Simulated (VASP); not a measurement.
## VASP 6.6.1 run: BN

INCAR

```
ALGO = Normal
METAGGA = R2SCAN
MAGMOM = -2 2
NSW = 0
LREAL = .FALSE.
ENCUT = 520
ISPIN = 2
ISMEAR = 0
ISIF = 2
IBRION = -1
NELM = 120
LASPH = .TRUE.
SIGMA = 0.01
LWAVE = .FALSE.
EDIFF = 1E-7
PREC = Accurate
LCHARG = .FALSE.
NBANDS = 11
```

KPOINTS

```
KPOINTS created by Atomic Simulation Environment
0
Monkhorst-Pack
12 12 12
0 0 0
```

POSCAR

```
B  N
 1.0000000000000000
     0.0000000000000000    1.8048254496633853    1.8048254496633853
     1.8048254496633853    0.0000000000000000    1.8048254496633853
     1.8048254496633853    1.8048254496633853    0.0000000000000000
 B   N
   1   1
Cartesian
  0.0000000000000000  0.0000000000000000  0.0000000000000000
  0.9024127248316929  0.9024127248316929  0.9024127248316929
```

The recommended PBE PAW datasets give the neutral cell 8 valence electrons.

Command

```
mpirun -np 1 vasp_std
```

OSZICAR

```
N       E                     dE             d eps       ncg     rms          rms(c)
DAV:   1     0.839118385590E+01    0.83912E+01   -0.51408E+03  8267   0.742E+02
DAV:   2    -0.205507432070E+02   -0.28942E+02   -0.28057E+02  9497   0.170E+02
DAV:   3    -0.210694696771E+02   -0.51873E+00   -0.51794E+00  9514   0.194E+01
DAV:   4    -0.210700996239E+02   -0.62995E-03   -0.62994E-03  8546   0.751E-01
DAV:   5    -0.210701002387E+02   -0.61482E-06   -0.61482E-06  9334   0.229E-02    0.860E+00
DAV:   6    -0.190994522021E+02    0.19706E+01   -0.64927E+00  8320   0.118E+01    0.372E+00
DAV:   7    -0.191546847806E+02   -0.55233E-01   -0.83877E-01  8875   0.587E+00    0.201E+00
DAV:   8    -0.191385575171E+02    0.16127E-01   -0.88299E-02  8176   0.343E+00    0.128E+00
DAV:   9    -0.191706795343E+02   -0.32122E-01   -0.21810E-02  8095   0.186E+00    0.417E-01
DAV:  10    -0.191714470789E+02   -0.76754E-03   -0.11570E-03  9541   0.302E-01    0.949E-02
DAV:  11    -0.191714898652E+02   -0.42786E-04   -0.39762E-04  8392   0.161E-01    0.587E-02
DAV:  12    -0.191715559070E+02   -0.66042E-04   -0.81766E-05  8662   0.785E-02    0.213E-02
DAV:  13    -0.191715559411E+02   -0.34030E-07   -0.15329E-05  9142   0.290E-02    0.668E-03
DAV:  14    -0.191715584717E+02   -0.25306E-05   -0.25710E-06  8329   0.126E-02    0.278E-03
DAV:  15    -0.191715586147E+02   -0.14298E-06   -0.20786E-07  8370   0.400E-03    0.934E-04
DAV:  16    -0.191715586603E+02   -0.45597E-07   -0.42008E-08  4085   0.178E-03
   1 F= -.19171559E+02 E0= -.19171559E+02  d E =-.253531E-15  mag=     0.0000
```

It converged. Results: pressure 1.1 GPa; magnetic moment of the cell 0.00 μB.

The shifted mesh misses Γ, so a band edge there is missed.

For comparison, a separate r²SCAN run of the intended cell, on usual settings and not on those above, gives a gap of 4.98 eV on its mesh and a pressure of 1.1 GPa.

The run above took about 2.9 min on one core of a shared host (Intel Xeon Platinum 8488C) and held 0.16 GiB at most.
